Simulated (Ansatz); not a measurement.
Here is an Ansatz 0.2.0 calculation.

The input input.yaml:

```yaml
crystal:
  lattice:
    - [0.0, 1.84296171, 1.84296171]
    - [1.84296171, 0.0, 1.84296171]
    - [1.84296171, 1.84296171, 0.0]
  atoms:
    - { symbol: Co, position: [0.0, 0.0, 0.0], spin: 2.0 }
    - { symbol: H, position: [0.5, 0.5, 0.5] }
hamiltonian:
  xc: r2scan
  pseudopotentials: { kind: paw }
  hubbard: { sites: [{ species: Co, l: d, u_eff: 5.0 }] }
magnetization:
  spin_polarized: true
kpoints:
  mp_grid: { grid: [12, 12, 12] }
scf:
  occupations: { method: fermi_dirac, width: 0.05 }
output:
  forces: true
  stress: true
  eigenvalues: true
  write_density: true
  write_potential: true
  elf: true
  volumetric_format: npy
relax:
  f_tol: 0.01
  max_steps: 40
  cell: { stress_tol: 0.05 }
```

Potentials or basis: Ansatz PAW.

Run with:

```sh
$ ansatz run input.yaml --threads 2 --pin off --max-ram 5632MiB --backend cpu --events-out ev --progress --plain --runs-dir out
```

What does it give for the band gap on the k mesh?

None (metal or under the smearing width).

Predict the relaxed cell.

a = 2.790 Å, b = 2.790 Å, c = 2.790 Å, α = 60.00°, β = 60.00°, γ = 60.00°.

Step by step:
| step | energy change (eV) | largest force (eV/Å) | volume (Å³) |
| --- | --- | --- | --- |
| 1 | 0.0000 | 0.0000 | 12.52 |
| 2 | -0.2358 | 0.0000 | 13.98 |
| 3 | -0.2856 | 0.0000 | 14.93 |
| 4 | -0.2895 | 0.0000 | 15.27 |
| 5 | -0.2895 | 0.0000 | 15.33 |
| 6 | -0.2954 | 0.0000 | 15.33 |
| 7 | -0.2953 | 0.0000 | 15.36 |
| 8 | -0.2954 | 0.0000 | 15.36 |
| 9 | -0.2954 | 0.0000 | 15.36 |

Caveat: the magnetic or orbital state may not be the lowest; the volume moved by over 15 % at a fixed basis, so the end points are rough; the plane-wave basis is chosen anew once the cell has moved, so the energies of steps on either side of that aren't comparable; the PAW data sets come from PBE, with cores solved anew for the run's functional, which leaves a small shift of forces and pressure; the U is typed as a test and isn't derived for this compound. The state reached can hang on the start; a lower one may exist.
